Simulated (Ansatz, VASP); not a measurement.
## One calculation of Cu, two programs

INCAR

```
ALGO     = Normal         # electronic algorithm
EDIFF    = 1E-7           # SCF threshold, eV
ENCUT    = 520            # plane-wave cutoff, eV
GGA      = PE             # functional
ISIF     = 2              # what is computed and relaxed
ISMEAR   = -1             # smearing method
LASPH    = True           # aspherical terms in the spheres
LCHARG   = False          # write CHGCAR
LREAL    = False          # projectors in reciprocal space
LWAVE    = False          # write WAVECAR
NBANDS   = 18             # bands
NELM     = 100            # most SCF steps
PREC     = Accurate       # precision mode
SIGMA    = 0.05           # smearing width, eV
```

Contents of KPOINTS:

```
k-points
0
Gamma
  12 12 7
```

File POSCAR:

```
Cu
1.0
    2.4998479218      0.0000000000      0.0000000000
   -1.2499239609      2.1649318059      0.0000000000
    0.0000000000      0.0000000000      4.0569889027
Cu
2
Direct
    0.6666666667      0.3333333333      0.7500000000
    0.3333333333      0.6666666667      0.2500000000
```

input.yaml

```yaml
crystal:
  lattice:
    - [2.4998479218, 0.0, 0.0]
    - [-1.2499239609, 2.1649318059, 0.0]
    - [0.0, 0.0, 4.0569889027]
  atoms:
    - { symbol: Cu, position: [0.6666666667, 0.3333333333, 0.75] }
    - { symbol: Cu, position: [0.3333333333, 0.6666666667, 0.25] }
hamiltonian:
  xc: pbe
  pseudopotentials: { kind: paw }
kpoints:
  mp_grid: { grid: [12, 12, 7] }
scf:
  occupations: { method: fermi_dirac, width: 0.05 }
output:
  forces: true
  stress: true
  eigenvalues: true
  write_density: true
  write_potential: true
  elf: true
  volumetric_format: npy
```

Change from the starting cell: volume scaled by 0.96.

Alike in both runs: task single point; functional PBE; k mesh 12 × 12 × 7; occupations fermi-dirac, width 0.05 eV; no spin polarisation.

|  | VASP | Ansatz |
| --- | --- | --- |
| version | VASP 6.6.1 | Ansatz 0.2.0 |
| potentials or method | VASP PAW PBE potentials, release 64 (Cu) | Ansatz PAW |
| plane-wave cutoff (eV) | 520 | 420 |
| valence electrons in the cell | 22 | 38 |

Ansatz gave:

```
gap on the k mesh at the Fermi level (eV)       : none
pressure (GPa)                                  : 15.2
largest component of the traceless stress (GPa) : 0.48
```

**Question.** Which values does VASP return?

**Answer.** gap on the k mesh at the Fermi level (eV): none; pressure (GPa): 15.8; largest component of the traceless stress (GPa): 0.42.

A gap of «none» marks a metal or a gap that the smearing closes. With one functional, cell and mesh, what is left measures potentials, basis and numerics. The two sets of potentials don't hold the same shells in valence.
